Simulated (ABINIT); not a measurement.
ZrC:

```
CELL_PARAMETERS angstrom
3.39148 0.00000 0.00000
-1.69574 2.93710 0.00000
0.00000 0.00000 5.29005
ATOMIC_POSITIONS crystal
Zr 0.66667 0.33333 0.75000
Zr 0.33333 0.66667 0.25000
C 0.00000 0.00000 0.50000
C 0.00000 0.00000 0.00000
```

The cell comes from a database or a generator and needn't be the stable form of this composition.

Base run:

* Program: ABINIT 10.8.3 (patched build)
* Functional: PBEsol
* Potentials or basis: PseudoDojo NC SR PBEsol v0.4.1 standard
* Cutoff: 1116 eV
* k mesh: 9 × 9 × 5
* Occupations: fermi-dirac, width 0.05 eV
* Spin: no spin polarisation

Its results: band gap on the k mesh none (metal or under the smearing width); pressure -7.6 GPa.

The run is repeated on the same cell with these changes: functional from PBEsol to LDA; potentials or basis from PseudoDojo NC SR PBEsol v0.4.1 standard to JTH PAW LDA v2.0; cutoff from 1116 eV to 517 eV. What comes out?

Band gap on the k mesh none (metal or under the smearing width); pressure -11.9 GPa.
